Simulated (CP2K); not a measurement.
Runs of CP2K 2026.2 on Ir. The structure is cubic, space group Fm-3m (No. 225). Conventional cell: a = 3.831 Å, b = 3.831 Å, c = 3.831 Å, α = 90.00°, β = 90.00°, γ = 90.00°. Around Ir (site symmetry m-3m) lie 12 Ir at 2.71 Å. 

```tsv
level	gap on the mesh (eV)	pressure (GPa)
BLYP	none	(a)
LDA	none	-6.2
PBEsol	none	-1.7
PBE	none	9.2
AM05	none	-4.4
WC	none	1.5
HLE17	none	(b)
```

Alike in all rows: task single point; potentials or basis POTENTIAL_UZH Ir GTH-PBE-q17; TZVP-MOLOPT-PBE-GTH basis; no spin polarisation; cell as given; k mesh 12 × 12 × 12; smearing fermi-dirac 0.05 eV.

Question: Fill in the values left out.

Answer: (a) 27.1; (b) -20.2.

Caveats: the basis of atomic orbitals isn't converged, which shifts pressures, moduli and gaps; the potentials were made for another functional, which shifts forces and pressure (some runs); the potentials were made for a functional far from this one (some runs).

A k mesh can miss the band edges, and the runs leave out spin-orbit coupling on Ir.

A gap of «none» marks a metal or a gap under the smearing width.
